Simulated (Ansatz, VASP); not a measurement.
Au in VASP and in Ansatz

INCAR

```
PREC     = Accurate       # precision mode
ENCUT    = 520            # plane-wave cutoff, eV
EDIFF    = 1E-6           # SCF threshold, eV
ISMEAR   = -1             # smearing method
SIGMA    = 0.05           # smearing width, eV
LREAL    = False          # projectors in reciprocal space
LASPH    = True           # aspherical terms in the spheres
NELM     = 80             # most SCF steps
ALGO     = Normal         # electronic algorithm
ISIF     = 2              # what is computed and relaxed
LWAVE    = False          # write WAVECAR
LCHARG   = True           # write CHGCAR
GGA      = PS             # functional
LELF     = True           # ELF
LVHAR    = True         
NBANDS   = 12             # bands
```

The input KPOINTS:

```
regular mesh
0
Gamma
  16 16 16
```

The input POSCAR:

```
Au
1.0
    0.0000000000      1.7219823952      1.7219823952
    1.7219823952      0.0000000000      1.7219823952
    1.7219823952      1.7219823952      0.0000000000
Au
1
Direct
    0.0000000000      0.0000000000      0.0000000000
```

Input for Ansatz:

```yaml
crystal:
  lattice:
    - [0.0, 1.7219823952, 1.7219823952]
    - [1.7219823952, 0.0, 1.7219823952]
    - [1.7219823952, 1.7219823952, 0.0]
  atoms:
    - { symbol: Au, position: [0.0, 0.0, 0.0] }
kpoints:
  mp_grid: { grid: [16, 16, 16] }
scf:
  occupations: { method: fermi_dirac, width: 0.05 }
hamiltonian:
  xc: pbesol
  pseudopotentials: { kind: paw }
output:
  forces: true
  stress: true
  eigenvalues: true
  populations: true
```

Change from the starting cell: volume scaled by 0.6, PAW files.

Alike in both runs: task single point; functional PBEsol; k mesh 16 × 16 × 16; occupations fermi-dirac, width 0.05 eV; no spin polarisation.

|  | VASP | Ansatz |
| --- | --- | --- |
| version | VASP 6.6.1 | Ansatz 0.2.0 |
| potentials or method | VASP PAW PBE potentials, release 64 (Au) | PAW with Ansatz's default frozen-core files, scalar-relativistic |
| plane-wave cutoff (eV) | 520 | 420 |
| valence electrons in the cell | 11 | 19 |

```tsv
	VASP	Ansatz	Ansatz less VASP
pressure (GPa)	367.3	363.3	-4.04
```

The two sets of potentials don't hold the same shells in valence.

Caveats: the cell as given lies far from equilibrium; so large a pressure means that the cell lies far from this level's equilibrium, or that cutoff or potentials fall short (VASP); the potentials were made for another functional, which shifts forces and pressure (VASP). Spin-orbit coupling is left out, which matters for the levels of Au.
